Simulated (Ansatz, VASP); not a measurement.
# One calculation of Ir, two programs

File POSCAR:

```
Ir
1.0
    3.5455382034      0.0000000000      0.0000000000
   -1.7727691017      3.0705261543      0.0000000000
    0.0000000000      0.0000000000      4.0225317782
Ir
3
Direct
    0.2254000000      0.0000000000      0.3333333333
    0.0000000000      0.2254000000      0.6666666667
    0.7746000000      0.7746000000      0.0000000000
```

The input INCAR.step1:

```
SYSTEM = Ir
PREC     = Accurate       ! precision mode
ENCUT    = 520            ! plane-wave cutoff, eV
ISMEAR   = 0              ! smearing method
SIGMA    = 0.1            ! smearing width, eV
LREAL    = .False.        ! projectors in reciprocal space
LASPH    = .True.         ! aspherical terms in the spheres
NELM     = 100            ! most SCF steps
NBANDS   = 20             ! bands
GGA      = PE             ! functional
ALGO     = Normal         ! electronic algorithm
EDIFF    = 1E-4           ! SCF threshold, eV
LWAVE    = .True.         ! write WAVECAR
LCHARG   = .False.        ! write CHGCAR
```

File INCAR.step2:

```
SYSTEM = Ir
PREC     = Accurate       ! precision mode
ENCUT    = 520            ! plane-wave cutoff, eV
EDIFF    = 1E-6           ! SCF threshold, eV
ISMEAR   = 0              ! smearing method
SIGMA    = 0.1            ! smearing width, eV
LREAL    = .False.        ! projectors in reciprocal space
LASPH    = .True.         ! aspherical terms in the spheres
NELM     = 100            ! most SCF steps
ALGO     = Normal         ! electronic algorithm
ISIF     = 2              ! what is computed and relaxed
LWAVE    = .False.        ! write WAVECAR
LCHARG   = .False.        ! write CHGCAR
METAGGA  = R2SCAN         ! meta-GGA
LMIXTAU  = .True.       
NBANDS   = 20             ! bands
ISTART   = 1
```

File KPOINTS:

```
Automatic mesh
0
Gamma
  6 6 4
  0 0 0
```

Input for Ansatz:

```yaml
crystal:
  lattice:
    - [3.5455382034, 0.0, 0.0]
    - [-1.7727691017, 3.0705261543, 0.0]
    - [0.0, 0.0, 4.0225317782]
  atoms:
    - { symbol: Ir, position: [0.2254, 0.0, 0.3333333333] }
    - { symbol: Ir, position: [0.0, 0.2254, 0.6666666667] }
    - { symbol: Ir, position: [0.7746, 0.7746, 0.0] }
basis:
  ecutwfc: 500
kpoints:
  mp_grid: { grid: [6, 6, 4] }
hamiltonian:
  xc: r2scan
scf:
  occupations: { method: gaussian, width: 0.1 }
  lower_state_search: "off"
output:
  forces: true
  stress: true
  eigenvalues: true
```

Alike in both runs: task single point; functional r2SCAN; k mesh 6 × 6 × 4; occupations gaussian, width 0.1 eV; no spin polarisation.

|  | VASP | Ansatz |
| --- | --- | --- |
| version | VASP 6.6.1 | Ansatz 0.2.0 |
| potentials or method | VASP PAW PBE potentials, release 64 (Ir) | scalar-relativistic, plane waves, PAW |
| plane-wave cutoff (eV) | 520 | 500 |
| valence electrons in the cell | 27 | 51 |

```tsv
	VASP	Ansatz	Ansatz less VASP
gap on the k mesh at the Fermi level (eV)	none	none	-
rms of the force components (eV/Å)	13.747	16.660	+2.9131
```

Atom by atom the forces differ by 2.913 eV/Å (rms over components). A gap of «none» marks a metal or a gap that the smearing closes. The two sets of potentials don't hold the same shells in valence.

Caveats: the k mesh is coarse (spacing up to 0.39 Å⁻¹), so the values aren't converged; the PAW data sets were made with another functional, which shifts forces and pressure a little (VASP). Spin-orbit coupling is left out, which matters for the levels of Ir.
